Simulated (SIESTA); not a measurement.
Input of a SIESTA 5.4.2 run:

The input run.py:

```python
from ase import Atoms
from ase.calculators.siesta import Siesta
from ase.units import Ry, GPa

atoms = Atoms(
    ['Cu'],
    cell=[
        [0.0, 1.8075, 1.8075],
        [1.8075, 0.0, 1.8075],
        [1.8075, 1.8075, 0.0],
    ],
    scaled_positions=[
        [0.0, 0.0, 0.0],
    ],
    pbc=True,
)

fdf = {
    'SCFMustConverge': False,
    'OccupationFunction': 'FD',
    'ElectronicTemperature': '0.05 eV',
    'MaxSCFIterations': '120',
    'SCF.Mixer.Method': 'Pulay',
    'SCF.Mixer.Weight': '0.25',
    'SCF.Mixer.History': '8',
    'SCF.DM.Tolerance': '5.0e-05',
    'SCF.H.Tolerance': '1.0e-03 eV',
    'WriteForces': 'true',
    'Charge.Mulliken': 'end',
    'BandLinesScale': 'ReciprocalLatticeVectors',
    'BandLines': ['  1    0.000000   0.000000   0.000000  \\Gamma', ' 12    0.500000   0.000000   0.500000  X', '  6    0.500000   0.250000   0.750000  W', '  4    0.375000   0.375000   0.750000  K', ' 13    0.000000   0.000000   0.000000  \\Gamma', ' 11    0.500000   0.500000   0.500000  L', '  8    0.625000   0.250000   0.625000  U', '  4    0.500000   0.250000   0.750000  W', '  9    0.500000   0.500000   0.500000  L', '  8    0.375000   0.375000   0.750000  K', '  1    0.625000   0.250000   0.625000  U', '  4    0.500000   0.000000   0.500000  X'],
}
calc = Siesta(
    label="Cu",
    command="siesta < PREFIX.fdf > PREFIX.out",
    pseudo_path="pseudos",
    pseudo_qualifier="",
    xc=('GGA', 'PBE'),
    basis_set="TZP",
    mesh_cutoff=800 * Ry,
    energy_shift=0.01 * Ry,
    kpts=[13, 13, 13],
    spin="non-polarized",
    fdf_arguments=fdf,
)
atoms.calc = calc

print(f"energy = {atoms.get_potential_energy():.6f} eV")
free = atoms.get_potential_energy(force_consistent=True)
print(f"free energy = {free:.6f} eV")
print("forces (eV/A):")
print(atoms.get_forces(apply_constraint=False).round(6))
print("stress (GPa, Voigt order, tension positive):", (atoms.get_stress() / GPa).round(4))
```

Potentials or basis: PseudoDojo 0.4 standard (PBE files), TZP (energy shift 0.01 Ry).

Launch:

```sh
$ python run.py
```

(1) What does it give for the band gap on the k mesh?

(2) What does it give for the pressure?

## Answers

(1) none (metal or under the smearing width).

(2) -1.0 GPa.

Caveat: semicore shells carry a single zeta, which can move pressures by several GPa and volumes by a few percent; the basis of atomic orbitals isn't converged, which shifts pressures, moduli and gaps.
